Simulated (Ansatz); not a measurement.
Crystal: Te2Mo.

```xyz
6
Lattice="3.5182 0.0000 0.0000 -1.7591 3.0469 0.0000 0.0000 0.0000 13.9736" Properties=species:S:1:pos:R:3 pbc="T T T"
Te    1.7591    1.0156    5.2960
Te    0.0000    2.0312   12.2828
Te    1.7591    1.0156    1.6908
Te    0.0000    2.0312    8.6776
Mo    1.7591    1.0156   10.4802
Mo    0.0000    2.0312    3.4934
```

| Item | Value |
| --- | --- |
| Program | Ansatz 0.2.0 |
| Task | relaxation of cell and atoms |
| Functional | r2SCAN |
| Dispersion | D3(BJ)-ATM |
| Potentials or basis | Ansatz PAW |
| Cutoff | 500 eV (not typed: the program's choice for these potentials) |
| k mesh | 9 × 9 × 2 |
| Occupations | fermi-dirac, width 0.05 eV |
| Spin | no spin polarisation |

At the start: volume 24.96 Å³/atom.

Task: How do energy, volume and symmetry change on relaxing?

Result: It ends after 4 steps and the volume is 25.79 Å³/atom (+3.3 %); space group P6_3/mmc (No. 194, to 0.05 Å).

The path:
```tsv
step	energy change (eV)	largest force (eV/Å)	volume (Å³)
1	0.0000	0.0738	149.79
2	-0.0165	0.0568	155.34
3	-0.0179	0.0029	154.77
4	-0.0191	0.0028	154.77
```

Final structure:
```
Te Mo
1.0
     3.54393    0.00000    0.00000
    -1.77196    3.06913    0.00000
     0.00000    0.00000   14.22915
Te Mo
4 2
Direct
  0.66667 0.33333 0.37599
  0.33333 0.66667 0.87599
  0.66667 0.33333 0.12401
  0.33333 0.66667 0.62401
  0.66667 0.33333 0.75000
  0.33333 0.66667 0.25000
```

Caveat: the plane-wave basis is chosen anew once the cell has moved, so the energies of steps on either side of that aren't comparable; the PAW data sets come from PBE, with cores solved anew for the run's functional, which leaves a small shift of forces and pressure.
